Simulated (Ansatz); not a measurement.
## Sc2NOF MXene bilayer (AA) in a perpendicular field

Wanted: the out-of-plane response of the Sc2NOF MXene bilayer (AA). A positive field points along +c.

Method: plane-wave DFT, LDA, Ansatz PAW (set soft_1); PAW set soft_1, in the first sound run; inputs show where later runs differ, in Ansatz 0.2.0.

### Step 1. Starting point

The cell holds 10 atoms: 2 F, 4 Sc, 2 N and 2 O. Cell: a = 3.155 Å, b = 3.155 Å, c = 55.602 Å, α = 90.0°, β = 90.0°, γ = 120.0°. Regions: layer 1: Sc2NOF MXene, 5 atoms (1 F, 2 Sc, 1 N and 1 O); layer 2: Sc2NOF MXene, 5 atoms (1 F, 2 Sc, 1 N and 1 O). Vacuum lies along c.

Coordinates:

```cif
data_structure
_symmetry_space_group_name_H-M 'P 1'
_symmetry_Int_Tables_number 1
_cell_length_a 3.1546
_cell_length_b 3.1546
_cell_length_c 55.6019
_cell_angle_alpha 90.000
_cell_angle_beta 90.000
_cell_angle_gamma 120.000
_cell_volume 479.19
loop_
_atom_site_label
_atom_site_type_symbol
_atom_site_fract_x
_atom_site_fract_y
_atom_site_fract_z
_atom_site_occupancy
F1 F 0.33333 0.66667 0.38937 1
Sc2 Sc 0.66667 0.33333 0.40818 1
N3 N 0.00000 0.00000 0.43056 1
Sc4 Sc 0.33333 0.66667 0.45295 1
O5 O 0.66667 0.33333 0.47482 1
F6 F 0.33333 0.66667 0.52518 1
Sc7 Sc 0.66667 0.33333 0.54398 1
N8 N 0.00000 0.00000 0.56637 1
Sc9 Sc 0.33333 0.66667 0.58875 1
O10 O 0.66667 0.33333 0.61063 1
```

### Step 2. Relaxation

The starting cell is a guess, so the in-plane lattice and the atoms are relaxed first, with the slab cut off from its images along the normal.

File input.yaml:

```yaml
crystal:
  lattice:
    - [3.15458, 0.0, 0.0]
    - [-1.57729, 2.7319464183, 0.0]
    - [0.0, 0.0, 55.6019284662]
  atoms:
    - { symbol: F, position: [0.3333333333, 0.6666666667, 0.3893749839] }
    - { symbol: Sc, position: [0.6666666667, 0.3333333333, 0.4081766091] }
    - { symbol: "N", position: [0.0, 0.0, 0.4305627611] }
    - { symbol: Sc, position: [0.3333333333, 0.6666666667, 0.4529489132] }
    - { symbol: O, position: [0.6666666667, 0.3333333333, 0.4748210172] }
    - { symbol: F, position: [0.3333333333, 0.6666666667, 0.5251789828] }
    - { symbol: Sc, position: [0.6666666667, 0.3333333333, 0.5439806081] }
    - { symbol: "N", position: [0.0, 0.0, 0.5663667601] }
    - { symbol: Sc, position: [0.3333333333, 0.6666666667, 0.5887529121] }
    - { symbol: O, position: [0.6666666667, 0.3333333333, 0.6106250161] }
  periodic: [true, true, false]
kpoints:
  mp_grid: { grid: [12, 12, 1] }
hamiltonian:
  xc: lda
  pseudopotentials: { kind: paw, azcp: { folder: soft_1 }, xc_functional: pbe }
scf:
  occupations: { method: fermi_dirac, width: 0.05 }
  convergence: { dr2_threshold: 1.0e-09 }
relax:
  f_tol: 0.004
  max_steps: 90
  cell: {}
output:
  write_potential: true
  write_density: true
  volumetric_format: npy
```

On the command line:

```sh
$ ansatz run input.yaml --threads 4 --pin off --max-ram 6144MiB --backend cpu --events-out ev --progress --plain --runs-dir out
```

Numbers of over 12 decimals in the logs are rounded to 6 here.

Log:

```text
Warning: relax.cell: scf.convergence.dr2_threshold = 1e-9 eV is looser than the 2.01055132028e-10 eV advised for a relaxation that steers and ends on the stress (1e-10 eV for each atom of the cell: 10, times the square of relax.cell.stress_2d_tol = 0.05 N/m over 22.3 Å (the atoms' height at the walk's start and 5 Å past either face), 2.242e-2 GPa, over a crystal's default 0.05). What an SCF threshold leaves in a stress goes as its square root, and in the free energy as the threshold itself, and one threshold admits the most on a small cell: [figures from the program's tests cut] Set scf.convergence.dr2_threshold to 2.01055132028e-10 eV or tighter. [rest of the remark cut]
Engine: ansatz 0.2.0, aarch64-unknown-linux-gnu
Pseudopotentials: kind: paw
Pseudopotential: F, paw, valence charge 7, recommended cutoff 420 eV (normal), soft_1/F.paw.azcp
Pseudopotential: Sc, paw, valence charge 11, recommended cutoff 420 eV (normal), soft_1/Sc.paw.azcp
Pseudopotential: N, paw, valence charge 5, recommended cutoff 420 eV (normal), soft_1/N.paw.azcp
Pseudopotential: O, paw, valence charge 6, recommended cutoff 420 eV (normal), soft_1/O.paw.azcp
Functional definition: SPW92
  exchange = slater_x
  correlation = pw_c
Crystal: 10 atoms, lattice volume = 479.185 Å³
Basis set: ecut = 420 eV, 9233 PW (Γ)
Bands: 50, of which v1, the nominal top of the filled ones, is band 40 counted from 1 (39 counted from 0)
Symmetry: 6 space group operations
Space group: P3m1 (ITA 156), of the structure as read, at distance tolerance 7.8e-5 Å
k-points: 19 of 144 (time reversal used)
Non-local potential: F, projectors of the file, l = 0: 2, l = 1: 2, l = 2: 1
Non-local potential: Sc, projectors of the file, l = 0: 3, l = 1: 2, l = 2: 3, l = 3: 1
Non-local potential: N, projectors of the file, l = 0: 2, l = 1: 2, l = 2: 1
Non-local potential: O, projectors of the file, l = 0: 2, l = 1: 2, l = 2: 1
PAW form: soft (Blöchl's): semilocal exchange-correlation on the pseudo side does not see the compensation charge
PAW frozen core: F, regenerated for the run's functional, and the local potential with it (the file was generated under x = pbe(κ = 0.804, μ = 0.219515), c = pbe(β = 0.066725))
PAW frozen core: Sc, regenerated for the run's functional, and the local potential with it (the file was generated under x = pbe(κ = 0.804, μ = 0.219515), c = pbe(β = 0.066725))
PAW frozen core: N, regenerated for the run's functional, and the local potential with it (the file was generated under x = pbe(κ = 0.804, μ = 0.219515), c = pbe(β = 0.066725))
PAW frozen core: O, regenerated for the run's functional, and the local potential with it (the file was generated under x = pbe(κ = 0.804, μ = 0.219515), c = pbe(β = 0.066725))
PAW one-centre angular grid: F, 110 points (default); XC on 64 Gauss nodes
PAW one-centre angular grid: Sc, 590 points (default); XC on 64 Gauss nodes
PAW one-centre angular grid: N, 110 points (default); XC on 64 Gauss nodes
PAW one-centre angular grid: O, 110 points (default); XC on 64 Gauss nodes
Initial density: superposition of atomic densities (neutral atoms: chi_scale 0, normalization atom)
Initial wavefunctions: pseudopotential atomic-orbital guess
Functional: x = slater, c = lda
SCF iter   1: F=—  HF=-11829.577598 eV  |F-HF|=—  |Δ(HF+E_count)|=         —  Δρ=8.04e-2  dr2=5.75e1  ethr=3.10e-3  ⟨swp⟩=11.1  Hψ=5804  notcnv=0  defer=14
preconditioner: auto → Resta (q_TF=auto, 2.025 Å⁻¹)  ε∞=1.6  [insulator: Δε(μ)=4.069 eV  Ē_g=18.353 eV  σ=0.050 eV  W_gap=1.00  n_scr=34 (ndim 8)  ℏωp=14.4 eV  f_vac=0.721  D(μ)=0.00/eV (n_scr^D=0)  ε∞_Penn≈1.6  vacuum switching on, ρ_ref=2.4e-2 e/Å³]
SCF iter   2: F=—  HF=-12029.794976 eV  |F-HF|=—  |Δ(HF+E_count)|=    2.00e2  Δρ=3.24e-1  dr2=2.41e4  ethr=3.10e-3  ⟨swp⟩=35.9  Hψ=17415  notcnv=0  defer=99  recentre
preconditioner: auto → LDOS  [metal: Δε(μ)=0.048 eV  Ē_g=12.157 eV  σ=0.050 eV  W_gap=0.23  n_scr=34 (ndim 8)  ℏωp=12.9 eV  f_vac=0.726  D(μ)=5.46/eV (n_scr^D=24)  β→1.0]
SCF iter   3: F=—  HF=-11827.467414 eV  |F-HF|=—  |Δ(HF+E_count)|=    2.02e2  Δρ=6.97e-2  dr2=4.88e1  ethr=3.10e-3  ⟨swp⟩=18.8  Hψ=8859  notcnv=0  defer=71
SCF iter   4: F=—  HF=-11825.618151 eV  |F-HF|=—  |Δ(HF+E_count)|=    1.85e0  Δρ=6.38e-2  dr2=4.25e1  ethr=3.10e-3  ⟨swp⟩=6.6  Hψ=2066  notcnv=0  defer=58
SCF iter   5: F=—  HF=-11820.607150 eV  |F-HF|=—  |Δ(HF+E_count)|=    5.01e0  Δρ=2.84e-2  dr2=2.70e1  ethr=3.10e-3  ⟨swp⟩=9.9  Hψ=3561  notcnv=0  defer=85
SCF iter   6: F=—  HF=-11821.893653 eV  |F-HF|=—  |Δ(HF+E_count)|=    1.29e0  Δρ=8.03e-2  dr2=3.68e2  ethr=3.10e-3  ⟨swp⟩=9.3  Hψ=3578  notcnv=0  defer=88  recentre
SCF iter   7: F=—  HF=-11823.175934 eV  |F-HF|=—  |Δ(HF+E_count)|=    1.28e0  Δρ=1.05e-1  dr2=5.59e2  ethr=3.10e-3  ⟨swp⟩=8.6  Hψ=2415  notcnv=0  defer=52
SCF iter   8: F=—  HF=-11820.560202 eV  |F-HF|=—  |Δ(HF+E_count)|=    2.62e0  Δρ=4.43e-2  dr2=1.65e2  ethr=3.10e-3  ⟨swp⟩=6.6  Hψ=1900  notcnv=0  defer=53
SCF iter   9: F=—  HF=-11820.638868 eV  |F-HF|=—  |Δ(HF+E_count)|=   7.87e-2  Δρ=1.61e-2  dr2=1.34e1  ethr=3.10e-3  ⟨swp⟩=5.8  Hψ=2134  notcnv=0  defer=51
SCF iter  10: F=—  HF=-11819.177065 eV  |F-HF|=—  |Δ(HF+E_count)|=    1.46e0  Δρ=1.21e-2  dr2=4.36e0  ethr=3.10e-3  ⟨swp⟩=9.1  Hψ=2677  notcnv=0  defer=59
SCF iter  11: F=—  HF=-11819.559060 eV  |F-HF|=—  |Δ(HF+E_count)|=   3.82e-1  Δρ=6.22e-2  dr2=9.08e1  ethr=3.10e-3  ⟨swp⟩=7.5  Hψ=2679  notcnv=0  defer=72  recentre
SCF iter  12: F=—  HF=-11819.658496 eV  |F-HF|=—  |Δ(HF+E_count)|=   9.94e-2  Δρ=6.31e-2  dr2=1.81e2  ethr=3.10e-3  ⟨swp⟩=5.5  Hψ=1669  notcnv=0  defer=25
SCF iter  13: F=—  HF=-11818.581087 eV  |F-HF|=—  |Δ(HF+E_count)|=    1.08e0  Δρ=1.92e-2  dr2=7.60e0  ethr=3.10e-3  ⟨swp⟩=6.6  Hψ=1659  notcnv=0  defer=30
SCF iter  14: F=—  HF=-11818.364644 eV  |F-HF|=—  |Δ(HF+E_count)|=   2.16e-1  Δρ=1.20e-2  dr2=3.74e0  ethr=3.10e-3  ⟨swp⟩=3.1  Hψ=1303  notcnv=0  defer=38
SCF iter  15: F=—  HF=-11818.139552 eV  |F-HF|=—  |Δ(HF+E_count)|=   2.25e-1  Δρ=7.33e-3  dr2=2.05e0  ethr=3.10e-3  ⟨swp⟩=5.1  Hψ=1669  notcnv=0  defer=46
SCF iter  16: F=—  HF=-11818.109896 eV  |F-HF|=—  |Δ(HF+E_count)|=   2.97e-2  Δρ=5.85e-3  dr2=1.52e0  ethr=2.57e-3  ⟨swp⟩=2.4  Hψ=1246  notcnv=0  defer=57
SCF iter  17: F=—  HF=-11818.092484 eV  |F-HF|=—  |Δ(HF+E_count)|=   1.74e-2  Δρ=4.87e-3  dr2=1.31e0  ethr=1.90e-3  ⟨swp⟩=1.1  Hψ=958  notcnv=0  defer=58
SCF iter  18: F=—  HF=-11818.075783 eV  |F-HF|=—  |Δ(HF+E_count)|=   1.67e-2  Δρ=4.62e-3  dr2=1.21e0  ethr=1.63e-3  ⟨swp⟩=1.1  Hψ=905  notcnv=0  defer=58
[...]
relax step  11: F+E_penalty+E_count = -11821.30046078 eV  Δ(F+E_penalty+E_count) = -2.551e-4 eV  max|allowed force component| = 2.785e-2 eV/Å  Δτ_max = 0.0125 Å  P = +0.181 N/m  Ω = 491.948 Å³  energy of the carried Pulay correction = -8.993e-3 eV  fix = [c, alpha, beta]  reactions: c +0.000 N/m  (10 SCF iters, accepted)
relax step  12: F+E_penalty+E_count = -11821.30038100 eV  Δ(F+E_penalty+E_count) = +7.978e-5 eV  max|allowed force component| = 7.611e-4 eV/Å  Δτ_max = 0.0032 Å  P = +0.012 N/m  Ω = 492.189 Å³  energy of the carried Pulay correction = -9.161e-3 eV  fix = [c, alpha, beta]  reactions: c +0.000 N/m  (9 SCF iters, accepted)
relax step  13: F+E_penalty+E_count = -11821.31124346 eV  Δ(F+E_penalty+E_count) = -1.086e-2 eV  max|allowed force component| = 1.186e-3 eV/Å  Δτ_max = 0.0000 Å  P = +0.258 N/m  Ω = 492.189 Å³  fix = [c, alpha, beta]  reactions: c +0.000 N/m  stress off target by 2.58e-1 N/m on what of the cell is left free  SCF on the basis re-selected at this cell (its energy is not comparable with the rows above)  (7 SCF iters)
relax step  14: F+E_penalty+E_count = -11821.31098719 eV  Δ(F+E_penalty+E_count) = +2.563e-4 eV  max|allowed force component| = 8.789e-3 eV/Å  Δτ_max = 0.0037 Å  P = +0.047 N/m  Ω = 492.665 Å³  energy of the carried Pulay correction = -3.235e-4 eV  fix = [c, alpha, beta]  reactions: c +0.000 N/m  (8 SCF iters, accepted)
relax step  15: F+E_penalty+E_count = -11821.31094896 eV  Δ(F+E_penalty+E_count) = +3.823e-5 eV  max|allowed force component| = 4.472e-4 eV/Å  Δτ_max = 0.0010 Å  P = -0.001 N/m  Ω = 492.732 Å³  energy of the carried Pulay correction = -3.694e-4 eV  fix = [c, alpha, beta]  reactions: c -0.000 N/m  (8 SCF iters, accepted)
iter 1 solved again at ethr=2.43e-7 eV; its pass at ethr=3.10e-3 eV (dr2=1.94e-4 eV) is discarded
SCF iter   1: F=—  HF=-11821.311184 eV  |F-HF|=—  |Δ(HF+E_count)|=         —  Δρ=1.38e-5  dr2=3.77e-8  ethr=2.43e-7  ⟨swp⟩=5.8  Hψ=9684  notcnv=0
eigensolver tolerance schedule: the retry pair's looser diagonalisation over-reported the residual by 5145.97 of it (diagonalisation noise at 0.68 of the residual, at the tolerance the schedule requests for it); recorded, not acted on — ethr = c·dr2/N_el stays at c = 1.0e-1
preconditioner: auto → Resta (q_TF=auto, 2.015 Å⁻¹)  ε∞=1.7  [insulator: Δε(μ)=2.870 eV  Ē_g=17.521 eV  σ=0.050 eV  W_gap=1.00  n_scr=34 (ndim 8)  ℏωp=14.2 eV  f_vac=0.759  D(μ)=0.00/eV (n_scr^D=0)  ε∞_Penn≈1.7  vacuum switching on, ρ_ref=2.2e-2 e/Å³]
SCF iter   2: F=—  HF=-11821.311087 eV  |F-HF|=—  |Δ(HF+E_count)|=   9.76e-5  Δρ=7.15e-6  dr2=3.44e-8  ethr=4.72e-11  ⟨swp⟩=5.4  Hψ=3485  notcnv=0
SCF iter   3: F=—  HF=-11821.311130 eV  |F-HF|=—  |Δ(HF+E_count)|=   4.36e-5  Δρ=4.70e-6  dr2=6.68e-9  ethr=4.31e-11  ⟨swp⟩=2.5  Hψ=1365  notcnv=0
SCF iter   4: F=—  HF=-11821.311179 eV  |F-HF|=—  |Δ(HF+E_count)|=   4.88e-5  Δρ=1.87e-6  dr2=2.50e-9  ethr=8.35e-12  ⟨swp⟩=3.5  Hψ=1752  notcnv=0
SCF iter   5: F=-11821.311198 eV  HF=-11821.311197 eV  |F-HF|=1.38e-6  |Δ(HF+E_count)|=   1.79e-5  Δρ=3.88e-7  dr2=2.13e-10  ethr=1.25e-12  ⟨swp⟩=16.5  Hψ=8150  notcnv=0
SCF 16 converged in 5 iterations: F = -11821.311198 eV  dr2 = 2.13e-10
relax step  16: F+E_penalty+E_count = -11821.31119846 eV  Δ(F+E_penalty+E_count) = -2.495e-4 eV  max|allowed force component| = 4.598e-4 eV/Å  Δτ_max = 0.0000 Å  P = +0.002 N/m  Ω = 492.732 Å³  fix = [c, alpha, beta]  reactions: c +0.000 N/m  stress off target by 2.12e-3 N/m on what of the cell is left free  SCF on the basis re-selected at this cell (its energy is not comparable with the rows above)  (5 SCF iters)
basis re-selected at this cell: Δ(F+E_penalty+E_count) = -2.495e-4 eV, ΔP = +0.004 N/m vs the last step (what re-selecting the basis moved, of the pressure what is left beyond the Pulay correction that the steps carried, after the strain that the cell walked since its last selection, with what the two solves' SCF thresholds leave and, on support functions, any second-order correction that the steps lacked; it is no m [...]
WARN: The output density's exchange-correlation potential varies sharply where the density is thin. Do not read a vacuum level from v_tot or v_xc, or from such a field of the output density. On a cell that repeats whose density bears no net charge and no dipole along the vacuum's axis use v_es (v_loc + v_h of the components); under efield.dipole_correction with no amplitude use v_es + v_field, which holds any externa [...]
SCF converged after 5 iterations
Free energy (F): -11821.311198 eV
Harris-Foulkes:  -11821.311197 eV  (|F-HF|=1.38e-6)
Internal energy: -11821.311198 eV  (E = F + TS)
E sigma→0 (E₀):  -11821.311198 eV
Fermi energy:    -5.404858 eV
--- Per-component energies (eV) ---
  E_band       = -1848.943118
  E_kinetic    = 1827.495135
  E_local      = -647635.458773  (includes V_loc(G=0)·N_el)
  E_nonlocal   = 931.754293
  E_hartree    = 322473.874766
  E_xc         = -757.551897
  E_vxc        = -957.691006  (∫ρ·V_xc dr)
  E_paw        = -4698.129951  (= ΣΔE_a)
  E_vpaw       = -962.798381  (= ΣTr[D̂ρ^β])
  E_aug_tail   = 0.004768  (compensation charges beyond the density's cutoff)
  E_ewald      = 316034.900333
  E_core_change = 1.800127  (= ΣΔE_core)
  E_smearing   = -0.000000  (= −TS)
  E_closure    = -0.000000  (closes the sum)
  Σ components = -11821.311198   (vs F -11821.311198, Δ=0.00e0)
--- Forces (eV/Å), atoms counted from 1 ---
  atom   1  F      0.00000000     0.00000000    -0.00030866
  atom   2  Sc     0.00000000    -0.00000000     0.00022385
  atom   3  N      0.00000000     0.00000000    -0.00039954
  atom   4  Sc     0.00000000     0.00000000     0.00015063
  atom   5  O      0.00000000     0.00000000    -0.00058258
  atom   6  F      0.00000000     0.00000000    -0.00044106
  atom   7  Sc    -0.00000000    -0.00000000     0.00000105
  atom   8  N      0.00000000     0.00000000    -0.00034703
  atom   9  Sc     0.00000000    -0.00000000    -0.00027175
  atom  10  O      0.00000000     0.00000000    -0.00038408
  max |Σ_I F_I| component: 2.36e-3 eV/Å
--- 2D stress c σ (N/m, compression-positive) ---
        0.002125      -0.000000      -0.000000
       -0.000000       0.002125       0.000000
       -0.000000       0.000000       0.000000
  P = ½ c Tr σ = 0.0021 N/m
--- Band table (eV; the first three rows and the last of 19) ---
  k-point 0: bands = [... 36 lower, -7.6743, -7.2215, -6.8666, -6.8666, -3.4251, -3.4251, -3.1106, -2.6483 (-2.6483°), ... 6 higher]
  k-point 1: bands = [... 36 lower, -7.7226, -7.3225, -6.9155, -6.8784, -3.5360, -3.3404, -2.9703, -2.7297 (-2.7297°), ... 6 higher]
  k-point 2: bands = [... 36 lower, -7.7581, -7.5454, -7.0327, -6.8761, -3.6954, -3.1126, -2.9224, -2.8529, ... 6 higher]
  k-point 18: bands = [... 36 lower, -7.9174, -7.7820, -7.7698, -6.9094, -3.2779, -3.1701, -2.7550, -2.4552, ... 6 higher]
  ° read free of the cell's end (the report's vacuum.weakly_bound_levels)
--- Relaxed structure (14 steps of the walk, 13 accepted, 2 SCFs on fresh bases) ---
  F+E_penalty+E_count = -11821.31119846 eV   max|allowed force component| = 4.598e-4 eV/Å   (the final SCF, on the basis selected at the relaxed cell)
  cell:  # Å, volume = 492.7318 Å³
    - [3.198859, 3.2772748127412847e-18, 0]
    - [-1.599429, 2.770293, 0]
    - [0, 0, 55.6019284662]
  atoms:
    - { symbol: F, position: [0.333333, 0.666667, 0.401931] }
    - { symbol: Sc, position: [0.666667, 0.333333, 0.422312] }
    - { symbol: N, position: [1.3273985070998979e-17, 0, 0.440738] }
    - { symbol: Sc, position: [0.333333, 0.666667, 0.468686] }
    - { symbol: O, position: [0.666667, 0.333333, 0.480954] }
    - { symbol: F, position: [0.333333, 0.666667, 0.514607] }
    - { symbol: Sc, position: [0.666667, 0.333333, 0.534428] }
    - { symbol: N, position: [-1.7590866677887462e-17, 0, 0.552883] }
    - { symbol: Sc, position: [0.333333, 0.666667, 0.580777] }
    - { symbol: O, position: [0.666667, 0.333333, 0.593473] }
```

It took 4 min on 4 threads of Arm Neoverse V2, shared host; peak memory 1 GiB; 16 min of CPU time.

The steps of the relaxation:

| step | energy less that of the first step (eV) | largest force component (eV/Å) | volume (Å³) |
| --- | --- | --- | --- |
| 1 | 0.0000 | 6.2120 | 479.19 |
| 2 | -2.7040 | 2.0815 | 480.36 |
| 3 | -3.1054 | 1.0324 | 482.86 |
| 4 | -3.2539 | 0.1814 | 485.09 |
| 5 | -3.3007 | 0.2572 | 486.32 |
| 6 | -3.3469 | 0.1416 | 484.78 |
| 7 | -3.3631 | 0.2190 | 490.31 |
| 8 | -3.0278 | 1.8826 | 502.12 |
| 9 | -3.3653 | 0.1305 | 492.80 |
| 10 | -3.3665 | 0.0316 | 492.18 |
| 11 | -3.3667 | 0.0278 | 491.95 |
| 12 | -3.3666 | 0.0008 | 492.19 |
| 13* | -3.3775 | 0.0012 | 492.19 |
| 14 | -3.3773 | 0.0088 | 492.66 |
| 15 | -3.3772 | 0.0004 | 492.73 |
| 16* | -3.3775 | 0.0005 | 492.73 |

Relaxation steps marked * repeat the geometry before them on a plane-wave basis chosen anew for their cell, so energy and pressure can jump there. Relaxation step 8 was tried and not accepted.

Forces are held to the 6 operations that the run works with; a distortion that breaks them can't arise in this run.

| cell as run | before | after | change |
| --- | --- | --- | --- |
| a (Å) | 3.155 | 3.199 | +1.4 % |
| b (Å) | 3.155 | 3.199 | +1.4 % |

The atoms that moved most (Å, along periodic axes as changes of fractional coordinates times the final cell, across vacuum about the mean position):

| atom | dx | dy | dz | length |
| --- | --- | --- | --- | --- |
| O10 | 0.000 | 0.000 | -0.954 | 0.954 |
| Sc4 | 0.000 | 0.000 | 0.875 | 0.875 |
| Sc2 | 0.000 | 0.000 | 0.786 | 0.786 |
| N8 | 0.000 | 0.000 | -0.750 | 0.750 |
| F1 | 0.000 | 0.000 | 0.698 | 0.698 |
| F6 | 0.000 | 0.000 | -0.588 | 0.588 |
| N3 | 0.000 | 0.000 | 0.566 | 0.566 |
| Sc7 | 0.000 | 0.000 | -0.531 | 0.531 |

Numbers from this step:

* gap on the k-mesh: 2.870 eV

The lattice constant a goes from 3.155 to 3.199 Å.

(Continued in part 2 of 3.)

[Logs are printed without paths, hosts, clocks, repeated set-up lines and the standing remarks that a program may print on its own settings, such as how far it seeks lower states.]

[Hosts, paths, dates, database ids (printed as entryN), source tags and the programs' standing remarks are cut or masked in the printed files.]

[Maps of the electrostatic potential energy from Ansatz leave out the sawtooth potential of an applied field or a dipole correction, so their vacuum need not be flat; planar profiles and work functions include it.]
